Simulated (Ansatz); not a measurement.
Below is a relaxed structure of PbS. The cell was found from a structure generator's guess, not taken from experiment.

Computed with DFT PBE, scalar-relativistic, plane waves, PAW in Ansatz. Cutoff 420 eV, Γ-centred mesh, Gaussian smearing, no spin polarisation.

```
Pb S
1.0
    -2.12492    2.12492    3.00523
     2.12492   -2.12492    3.00523
     2.12492    2.12492   -3.00523
Pb S
1 1
Direct
  0.50101 0.50101 0.00000
  0.99900 0.99900 0.00000
```

Energies over the elements count from the elements' standard structures at the same level, with no fitted energy shifts.

(1) Find its symmetry and describe it.

(2) How far does it lie from the elements in energy?

(3) Is it a metal?

Results:

(1) I4mm (No. 107). Conventional cell: a = 4.250 Å, c = 6.010 Å. Pb has 6 S at 2.99–3.02 Å; around S lie 6 Pb at 2.99–3.02 Å.

(2) −0.550 eV/atom. It lies below the elements, which doesn't yet make it stable against other compounds or structures.

(3) No, the gap on the 12×12×12 mesh is 0.50 eV.

The last run used a 12×12×12 mesh for its 2-atom cell and Gaussian smearing of 0.02 eV. These runs have no spin–orbit coupling, which can matter for Pb. Kohn–Sham gaps at this level usually fall short of measured ones. The missing spin–orbit coupling can work the other way here. The reference form of S is held partly by dispersion forces, which this level lacks. This cell was reached by moving the atoms of another relaxed cell at random and relaxing again, last within the group found; it had no such test of its own.
